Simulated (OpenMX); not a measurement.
Runs of OpenMX 3.8.5 on HgTe (Coloradoite). Symmetry: F-43m, No. 216, cubic system. Conventional cell: a = 6.429 Å, b = 6.429 Å, c = 6.429 Å, α = 90.00°, β = 90.00°, γ = 90.00°. Hg (site symmetry -43m) is surrounded by 4 Te at 2.78 Å. Te (site symmetry -43m) is surrounded by 4 Hg at 2.78 Å. 

```csv
level,potentials or basis,spin,cell,k mesh,SCF threshold,pressure (GPa)
PBE,"OpenMX 2013 PBE set, Hg8.0-s3p2d2f1, Te7.0-s3p2d2f1, grid cutoff 500 Ry",off,"F-43m, 33.22 Å³/atom",5 × 5 × 5,1e-08 Ha,(b)
PBE,"OpenMX 2013 PBE set, Hg8.0-s3p2d2f1, Te7.0-s3p2d2f1, grid cutoff 500 Ry",off,"F-43m, 33.22 Å³/atom",7 × 7 × 7,1e-08 Ha,6.6
PBE,"OpenMX 2013 PBE set, Hg8.0-s3p2d2f1, Te7.0-s3p2d2f1, grid cutoff 500 Ry",off,"F-43m, 34.54 Å³/atom",5 × 5 × 5,1e-08 Ha,4.5
LDA,"OpenMX 2013 LDA set, Hg8.0-s3p2d2f1, Te7.0-s3p2d2f1, grid cutoff 500 Ry",off,"F-43m, 33.22 Å³/atom",5 × 5 × 5,1e-08 Ha,(a)
PBE,"OpenMX 2013 PBE set, Hg8.0-s3p2d2f1, Te7.0-s3p2d2f1, grid cutoff 500 Ry",off,"F-43m, 30.56 Å³/atom",5 × 5 × 5,1e-08 Ha,12.7
PBE,"OpenMX 2013 PBE set, Hg8.0-s3p2d2f1, Te7.0-s3p2d2f1, grid cutoff 500 Ry",off,"F-43m, 31.89 Å³/atom",5 × 5 × 5,1e-08 Ha,9.4
```

Alike in all rows: task band structure; smearing fermi-dirac 0.05 eV.

**Question.** Fill in the values left out.

**Answer.** (a) 2.3; (b) 6.8.

Caveats: the basis has few d functions beyond the semicore shells, which can make volumes several per cent too large; the basis of atomic orbitals isn't converged, which shifts pressures, moduli and gaps.
